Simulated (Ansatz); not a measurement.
# Ti-47 NMR of the central transition in TiO2

Cell: an entry of the Crystallography Open Database (COD) whose atoms were relaxed with PBE, the cell held.

Space group P4_2/mnm (No. 136); a = 4.5940, c = 2.9590 Å.

| site | Wyckoff | site symmetry | x | y | z |
| --- | --- | --- | --- | --- | --- |
| Ti | 2a | m.mm | 0.0000 | 0.0000 | 0.0000 |
| O | 4f | m.2m | 0.3043 | 0.3043 | 0.0000 |

One atom of each set is listed.

Level of theory: DFT, PBEsol, plane waves and PAW, scalar-relativistic, 420 eV cutoff, Γ-centred 7×7×10 k-points, Fermi–Dirac smearing 0.02 eV (Ansatz 0.2.0).

Ti-47 has I = 5/2 and Q = 302.0 mb (Pyykkö 2018); at 23.5 T its Larmor frequency is ν₀ = 56.5 MHz. Only the quadrupole interaction is simulated: positions count from each site's isotropic chemical shift, and J coupling is left out, as are shift anisotropy and dipolar coupling, which fast spinning averages.

(1) What does the Ti-47 spectrum (fast magic-angle spinning) show for each site?

Results:

(1) 

| site | first shell | C_Q (MHz) | η | P_Q (MHz) | δ_QIS (ppm) | breadth (kHz) |
| --- | --- | --- | --- | --- | --- | --- |
| Ti | 6 O at 1.95–1.98 Å | -13.8 | 0.14 | 13.9 | -362 | 45.6 |

δ_QIS = −(ν_Q²/30ν₀²)[I(I+1) − 3/4](1 + η²/3) × 10⁶ ppm with ν_Q = 3|C_Q|/[2I(2I−1)]; it falls as 1/B₀² in ppm, and the breadth as 1/B₀ in kHz.

The broadest static pattern spans 119 kHz. The table holds for spinning faster than that; slower spinning leaves sidebands.
